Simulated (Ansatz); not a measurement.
ZnCu in Ansatz: the effect of target pressure

The system is ZnCu.

```xyz
2
Lattice="2.9450 0.0000 0.0000 0.0000 2.9450 0.0000 0.0000 0.0000 2.9450" Properties=species:S:1:pos:R:3 pbc="T T T"
Zn    1.4725    1.4725    1.4725
Cu    0.0000    0.0000    0.0000
```

Alike in all runs:

- Program: Ansatz 0.2.0
- Task: relaxation of cell and atoms
- Functional: PBE
- Potentials or basis: Ansatz PAW
- Cutoff: 420 eV (not typed: the program's choice for these potentials)
- k mesh: 9 × 9 × 9
- Occupations: fermi-dirac, width 0.05 eV
- Spin: no spin polarisation

Each run relaxes the cell or the atoms first.

```csv
target pressure,relaxed volume (Å³/atom)
0 GPa,13.04
2 GPa,12.83
5 GPa,12.53
10 GPa,12.12
20 GPa,11.48
30 GPa,?
```

Task: What does the run with target pressure 30 GPa give?

Result: Relaxed volume 10.99 Å³/atom.

Worked out: In Murnaghan's law V^(-B') rises as a straight line in P. The other rows fit best with B' = 4.9, V0 = 13.05 Å³/atom and B0 = 113 GPa, which gives 11.00 Å³/atom at 30 GPa, against the run's 10.99.

Caveats: the plane-wave basis is chosen anew once the cell has moved, so the energies of steps on either side of that aren't comparable.
